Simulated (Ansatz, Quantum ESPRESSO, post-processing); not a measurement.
# LiF(001): dielectric constant from slabs in a field, part 2 of 2

Wanted: electronic and ionic screening from finite-field slabs, the first being LiF(001), 5 layers.

Quantum ESPRESSO 7.5; plane-wave DFT, PBE, GBRV ultrasoft pseudopotentials; geometry by Ansatz 0.2.0 with PAW datasets.

So far. Step 12 (Relaxed-ion response of the slab in a field, 5 layers): ε = 0.1000 / 0.0104 = 9.57.

### 13. Geometry from Ansatz, 9 layers

Level of this step: plane-wave DFT, PBE, Ansatz PAW (Ansatz 0.2.0).

System of this step: LiF(001), 9 layers. The cell holds 18 atoms: 9 Li and 9 F. Its edges and angles: a = 2.878 Å, b = 2.878 Å, c = 32.280 Å, α = 90.0°, β = 90.0°, γ = 90.0°. It derives from LiF. Vacuum lies along c.

Input file input.yaml:

```yaml
crystal:
  lattice:
    - [2.8779245994, 0.0, 0.0]
    - [0.0, 2.8779245994, 0.0]
    - [0.0, 0.0, 32.28]
  atoms:
    - { symbol: Li, position: [0.0, 0.0, 0.2478314746] }
    - { symbol: F, position: [0.5, 0.5, 0.2478314746] }
    - { symbol: Li, position: [0.5, 0.5, 0.3108736059] }
    - { symbol: F, position: [0.0, 0.0, 0.3108736059] }
    - { symbol: Li, position: [0.0, 0.0, 0.3739157373] }
    - { symbol: F, position: [0.5, 0.5, 0.3739157373] }
    - { symbol: Li, position: [0.5, 0.5, 0.4369578686] }
    - { symbol: F, position: [0.0, 0.0, 0.4369578686] }
    - { symbol: Li, position: [0.0, 0.0, 0.5] }
    - { symbol: F, position: [0.5, 0.5, 0.5] }
    - { symbol: Li, position: [0.5, 0.5, 0.5630421314] }
    - { symbol: F, position: [0.0, 0.0, 0.5630421314] }
    - { symbol: Li, position: [0.0, 0.0, 0.6260842627] }
    - { symbol: F, position: [0.5, 0.5, 0.6260842627] }
    - { symbol: Li, position: [0.5, 0.5, 0.6891263941] }
    - { symbol: F, position: [0.0, 0.0, 0.6891263941] }
    - { symbol: Li, position: [0.0, 0.0, 0.7521685254] }
    - { symbol: F, position: [0.5, 0.5, 0.7521685254] }
kpoints:
  mp_grid: { grid: [8, 8, 1] }
hamiltonian:
  xc: pbe
scf:
  occupations: { method: fixed }
  convergence: { dr2_threshold: 1.0e-09 }
efield:
  axis: 3
  dipole_correction: true
  ramp_position: 0.97
  ramp_width: 0.04
relax:
  f_tol: 0.003
output:
  write_potential: true
  write_density: true
  volumetric_format: npy
```

Started as:

```console
$ ansatz run input.yaml --threads 4 --pin off --max-ram 8192MiB --backend cpu --events-out ev --progress --plain --runs-dir out
```

Run time: 18 s. Hardware: 4 threads of Arm Neoverse V2, shared host; peak memory 0.69 GiB.

Relaxation path:

```
step  energy less that of the first step (eV)  largest force component (eV/Å)
   1                                   0.0000                          0.3228
   2                                  -0.0195                          0.1016
   3                                  -0.0216                          0.0326
   4                                  -0.0220                          0.0016
```

Forces are held to the 8 operations that the run works with; a distortion that breaks them can't arise in this run.

The atoms that moved most (Å):

```
atom     dx     dy      dz  length
Li17  0.000  0.000  -0.055   0.055
 Li1  0.000  0.000   0.055   0.055
 F18  0.000  0.000   0.013   0.013
  F2  0.000  0.000  -0.013   0.013
 Li3  0.000  0.000  -0.007   0.007
Li15  0.000  0.000   0.007   0.007
  F4  0.000  0.000   0.006   0.006
 F16  0.000  0.000  -0.006   0.006
```

The relaxation lowers the energy by 1 meV an atom.

This step gave:

- free energy: -9145.2295 eV
- gap by band count: 6.842 eV
- dipole along the normal: 2.11e-6 e·Å
- valence top, on the run's zero: -2.812 eV
- vacuum level at the upper face over the valence top of the mesh: 7.662 eV
- vacuum level at the lower face over the valence top of the mesh: 7.662 eV

### 14. SCF with pw.x, 9 layers: no field

Level of this step: plane-wave DFT, PBE, GBRV ultrasoft pseudopotentials (Quantum ESPRESSO 7.5).

Input file n9.f0.in:

```
&control
  prefix = 'n9.f0'
  outdir = './out'
  pseudo_dir = './pseudo'
  calculation = 'scf'
  tprnfor = .true.
  tefield = .true.
  dipfield = .true.
/
&system
  ibrav = 0
  nat = 18
  ntyp = 2
  ecutwfc = 40
  ecutrho = 200
  occupations = 'fixed'
  edir = 3
  emaxpos = 0.97
  eopreg = 0.04
  eamp = 0.0
/
&electrons
  conv_thr = 1e-10
  mixing_beta = 0.5
  electron_maxstep = 120
/
ATOMIC_SPECIES
  Li  6.9400  li_pbe_v1.4.uspp.F.UPF
  F   18.9984  f_pbe_v1.4.uspp.F.UPF
CELL_PARAMETERS angstrom
  2.87792459940000 0.00000000000000 0.00000000000000
  0.00000000000000 2.87792459940000 0.00000000000000
  0.00000000000000 0.00000000000000 32.28000000000000
ATOMIC_POSITIONS crystal
  Li  -0.000000000000 0.000000000000 0.249546803214
  F   0.500000000000 0.500000000000 0.247419842718
  Li  0.500000000000 0.500000000000 0.310669154975
  F   -0.000000000000 0.000000000000 0.311062924338
  Li  -0.000000000000 0.000000000000 0.374022174872
  F   0.500000000000 0.500000000000 0.373955801297
  Li  0.500000000000 0.500000000000 0.436980752630
  F   0.000000000000 0.000000000000 0.436990469000
  Li  0.000000000000 0.000000000000 0.499999994952
  F   0.500000000000 0.500000000000 0.500000002946
  Li  0.500000000000 0.500000000000 0.563019237340
  F   0.000000000000 0.000000000000 0.563009537881
  Li  0.000000000000 0.000000000000 0.625977816279
  F   0.500000000000 0.500000000000 0.626044208095
  Li  0.500000000000 0.500000000000 0.689330836293
  F   0.000000000000 0.000000000000 0.688937083425
  Li  0.000000000000 0.000000000000 0.750453189898
  F   0.500000000000 0.500000000000 0.752580169848
K_POINTS automatic
  8 8 1 0 0 0
```

Started as:

```console
$ OMP_NUM_THREADS=1 mpirun -n 4 pw.x -nk 4 -in n9.f0.in > n9.f0.out
```

Run time: 82 s. Hardware: 4 MPI ranks; peak memory 0.68 GiB.

This step gave:

- free energy: -7758.7929 eV
- dipole along the normal: 0 e·Å
- valence top, on the run's zero: -2.885 eV

### 15. Electrostatic potential, 9 layers

Input file n9.f0.pot.in:

```
&inputpp
  prefix = 'n9.f0'
  outdir = './out'
  filplot = 'n9.f0.pot.dat'
  plot_num = 11
/
```

Started as:

```console
$ OMP_NUM_THREADS=1 mpirun -n 4 pp.x -in n9.f0.pot.in > n9.f0.pot.out
```

Wall time 0.79 s (4 MPI ranks); peak memory 0.1 GiB.

Read from the output:

| Quantity | Value |
| --- | --- |
| slope of the potential above | 1.28e-5 eV/Å |
| upper vacuum line continued to the top atoms, over the valence top | 7.668 eV |
| slope of the potential below | -2.04e-5 eV/Å |
| lower vacuum line continued to the bottom atoms, over the valence top | 7.668 eV |
| vacuum level at the upper face over the valence top of the mesh | 7.668 eV |
| vacuum level at the lower face over the valence top of the mesh | 7.668 eV |

### 16. SCF with pw.x, 9 layers: field 0.1 V/Å

n9.f1.in is the input of step 14 with these lines changed:

```diff
@@ -1,3 +1,3 @@
 &control
-  prefix = 'n9.f0'
+  prefix = 'n9.f1'
   outdir = './out'
@@ -19,3 +19,3 @@
   eopreg = 0.04
-  eamp = 0.0
+  eamp = 0.00194469
 /
```

Started as:

```console
$ OMP_NUM_THREADS=1 mpirun -n 4 pw.x -nk 4 -in n9.f1.in > n9.f1.out
```

It took 85 s on 4 MPI ranks; peak memory 0.68 GiB; 5.7 min of CPU time.

Numbers from this step:

```
free energy                    : -7758.7951 eV
dipole along the normal        : 0.04426 e·Å
valence top, on the run's zero : -2.465 eV
```

### 17. Potential by pp.x, 9 layers

Input file n9.f1.pot.in:

```
&inputpp
  prefix = 'n9.f1'
  outdir = './out'
  filplot = 'n9.f1.pot.dat'
  plot_num = 11
/
```

Started as:

```console
$ OMP_NUM_THREADS=1 mpirun -n 4 pp.x -in n9.f1.pot.in > n9.f1.pot.out
```

It took 0.79 s on 4 MPI ranks; peak memory 0.11 GiB; 2.8 s of CPU time.

This step gave:

```
slope of the potential above                                          : 0.1000 eV/Å
upper vacuum line continued to the top atoms, over the valence top    : 7.602 eV
slope of the potential below                                          : 0.09998 eV/Å
lower vacuum line continued to the bottom atoms, over the valence top : 6.939 eV
```

The slope in the vacuum is 0.100 eV/Å for an applied 0.10 V/Å, as it should be.

### 18. Clamped-ion dielectric constant from the field inside the slab, 9 layers

Read from the output:

| Quantity | Value |
| --- | --- |
| polarisability a cell | 6.374 Å³ |
| sheet polarisability 4πα/A | 9.670 Å |
| change of slope inside | 0.04899 eV/Å |
| dielectric constant | 2.041 |

Running mean over one layer period, set to zero at the slab's centre. Table of change of the potential energy, second field less first by z:

```
z (Å)  change of the potential energy, second field less first (eV)
    0                                                        -0.359
    2                                                        -0.930
    4                                                        -0.730
    6                                                        -0.533
    8                                                        -0.396
   10                                                        -0.301
   12                                                        -0.203
   14                                                        -0.105
   16                                                      -0.00686
   18                                                        0.0911
   20                                                         0.189
   22                                                         0.287
   24                                                         0.383
   26                                                         0.508
   28                                                         0.703
   30                                                         0.903
   32                                                       -0.0758
```

ε = 0.1000 / 0.0490 = 2.04.

### 19. By thickness

Table of sheet polarisability 4πα/A by layers:

```
layers  sheet polarisability 4πα/A (Å)
  5.00                            5.52
  9.00                            9.67
```

The dielectric constant stays at 2.04 for layers from 5 to 9.

### 20. SCF with pw.x, 5 layers, with ecutwfc = 26, ecutrho = 208 and nosym = True

A sensitivity test on the input.

Input file n5.f1.w0.in:

```
&control
  prefix = 'n5.f1.w0'
  outdir = './out'
  pseudo_dir = './pseudo'
  calculation = 'scf'
  tprnfor = .true.
  tefield = .true.
  dipfield = .true.
/
&system
  ibrav = 0
  nat = 10
  ntyp = 2
  ecutwfc = 26
  ecutrho = 208
  occupations = 'fixed'
  edir = 3
  emaxpos = 0.97
  eopreg = 0.04
  eamp = 0.00194469
  nosym = .true.
/
&electrons
  conv_thr = 1e-10
  mixing_beta = 0.5
  electron_maxstep = 120
/
ATOMIC_SPECIES
  Li  6.9400  li_pbe_v1.4.uspp.F.UPF
  F   18.9984  f_pbe_v1.4.uspp.F.UPF
CELL_PARAMETERS angstrom
  2.87792459940000 0.00000000000000 0.00000000000000
  0.00000000000000 2.87792459940000 0.00000000000000
  0.00000000000000 0.00000000000000 24.14000000000000
ATOMIC_POSITIONS crystal
  Li  -0.000000000000 0.000000000000 0.333648074731
  F   0.500000000000 0.500000000000 0.330800501040
  Li  0.500000000000 0.500000000000 0.415377996905
  F   -0.000000000000 0.000000000000 0.415887482299
  Li  0.000000000000 0.000000000000 0.499999995967
  F   0.500000000000 0.500000000000 0.500000003334
  Li  0.500000000000 0.500000000000 0.584621995098
  F   -0.000000000000 0.000000000000 0.584112523338
  Li  0.000000000000 0.000000000000 0.666351917658
  F   0.500000000000 0.500000000000 0.669199509628
K_POINTS automatic
  8 8 1 0 0 0
```

Started as:

```console
$ OMP_NUM_THREADS=1 mpirun -n 4 pw.x -nk 4 -in n5.f1.w0.in > n5.f1.w0.out
```

Run time: 15 s. Hardware: 4 MPI ranks; peak memory 0.37 GiB; 59 s of CPU time.

The changed values were drawn from a wide range, not chosen for quality; the comparison shows what they did here together.

Beside the run it was changed from:

```
                     quantity   this run  unchanged run  difference
dipole along the normal (e·Å)    0.02536        0.02527      8.3e-5
             free energy (eV)  -4306.023      -4310.303         4.3
                wall time (s)         15             29            
               SCF iterations         12             13
```

The free energy moves by +4.3e+02 meV an atom.

The physical values in this table move by up to 0.33 %.

### 21. Self-consistent run, 5 layers, with mixing_beta = 0.3

Another try, with an input changed as a hurried user might.

Input file n5.f1.bad.in:

```
&control
  prefix = 'n5.f1.bad'
  outdir = './out'
  pseudo_dir = './pseudo'
  calculation = 'scf'
  tprnfor = .true.
  tefield = .true.
  dipfield = .true.
  mixing_beta = 0.3
/
&system
  ibrav = 0
  nat = 10
  ntyp = 2
  ecutwfc = 40
  ecutrho = 200
  occupations = 'fixed'
  edir = 3
  emaxpos = 0.97
  eopreg = 0.04
  eamp = 0.00194469
/
&electrons
  conv_thr = 1e-10
  mixing_beta = 0.5
  electron_maxstep = 50
/
ATOMIC_SPECIES
  Li  6.9400  li_pbe_v1.4.uspp.F.UPF
  F   18.9984  f_pbe_v1.4.uspp.F.UPF
CELL_PARAMETERS angstrom
  2.87792459940000 0.00000000000000 0.00000000000000
  0.00000000000000 2.87792459940000 0.00000000000000
  0.00000000000000 0.00000000000000 24.14000000000000
ATOMIC_POSITIONS crystal
  Li  -0.000000000000 0.000000000000 0.333648074731
  F   0.500000000000 0.500000000000 0.330800501040
  Li  0.500000000000 0.500000000000 0.415377996905
  F   -0.000000000000 0.000000000000 0.415887482299
  Li  0.000000000000 0.000000000000 0.499999995967
  F   0.500000000000 0.500000000000 0.500000003334
  Li  0.500000000000 0.500000000000 0.584621995098
  F   -0.000000000000 0.000000000000 0.584112523338
  Li  0.000000000000 0.000000000000 0.666351917658
  F   0.500000000000 0.500000000000 0.669199509628
K_POINTS automatic
  8 8 1 0 0 0
```

Started as:

```console
$ OMP_NUM_THREADS=1 mpirun -n 4 pw.x -nk 4 -in n5.f1.bad.in > n5.f1.bad.out
```

Elapsed: 0.5 s, on 4 MPI ranks; peak memory 0.11 GiB.

The input was rejected at the start.

The program's message: “Error in routine  read_namelists (1): bad line in namelist &control: "  mixing_beta = 0.3" (error could be in the previous line)”

The change that led to it: control.mixing_beta = 0.3.

The message: “read_namelists (1): bad line in namelist &control: " mixing_beta = 0.3" (error could be in the previous line)”. The key doesn't belong in &control, and its own namelist already sets it; the stray line has to go.

### 22. The arithmetic

A slab of thickness t takes t(1 − 1/ε) off the field's path. Four layers: (9.670 − 5.522) / 8.138 = 0.5098, so ε = 1/(1 − 0.5098) = 2.04.

### 23. Results

| Quantity | Value |
| --- | --- |
| clamped-ion dielectric constant, 5 layers | 2.04 |
| clamped-ion dielectric constant, 9 layers | 2.04 |
| relaxed-ion value, 5 layers, two rough readings (polarisability, inner slope) | 10.2, 9.6 |
| sheet polarisability, 5 layers | 5.52 Å |
| sheet polarisability, 9 layers | 9.67 Å |

**Reading.** The electronic dielectric constant inside comes to 2.04; with the ions free five layers give only rough readings (PBE, GBRV ultrasoft). Four more layers add 8.14 Å and 4.15 Å of sheet polarisability; 1 − 1/ε = 0.510 then gives ε = 2.04 for the interior, free of the surfaces. With the ions free 4πα/A grows from 5.52 to 9.76 Å. At the thickness that the clamped run implies, 10.83 Å, this is ε = 10.2, with the answer of the surface ions in it; the slope of the inner potential gives 9.6, but that slope is small and hangs on the window of the fit. The cubic lattice constant was set to 4.07 Å, near the PBE value. These functionals tend to put the electronic constant too high, and five layers have little bulk-like interior. Neither relaxed-ion reading is the bulk's static constant.

[Logs are printed without paths, hosts, clocks, repeated set-up lines and the standing remarks that a program may print on its own settings, such as how far it seeks lower states.]

[Hosts, paths, dates, database ids (printed as entryN), source tags and the programs' standing remarks are cut or masked in the printed files.]

[Maps of the electrostatic potential energy from Ansatz leave out the sawtooth potential of an applied field or a dipole correction, so their vacuum need not be flat; planar profiles and work functions include it.]
